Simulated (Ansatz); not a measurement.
BaS (started from an entry of an open crystallographic database), relaxed with r2SCAN: it is cubic, Fm-3m (No. 225); a = 6.424 Å in the conventional setting, 33.14 Å³ an atom. Around Ba lie 6 S at 3.21 Å; around S lie 6 Ba at 3.21 Å. One-shot G0W0@PBE in the PAW code Ansatz on a 4×4×4 mesh (contour deformation, no spin-orbit coupling), from a PBE gap of 2.226 eV over the mesh points (the G0W0 gap is indirect on the mesh); the number N of bands summed and the screening cutoff rise together. No spin polarisation and no zero-point or thermal motion.

```csv
N,cutoff (eV),1000/N,G0W0 gap (eV)
158,100,6.329,3.373
371,180,2.695,3.503
```

Lay a straight line in 1000/N through these rows.
The slope is -0.0358 eV per unit of 1000/N and the intercept 3.599 eV.

Predict the gap at N = 713 (260 eV).
3.599 + (-0.0358) × 1.403 = 3.549 eV; the run gives 3.551 eV, +0.002 eV from the line.

With that run's result added, what limit do the last two rows suggest?
Their slope is (3.551 − 3.503)/(1.403 − 2.695) = -0.0372, which meets 1/N = 0 at 3.60 eV, against 3.599 eV from the first line. The two lines nearly agree; the k mesh isn't extrapolated.

The runs are scalar-relativistic, without spin-orbit coupling.
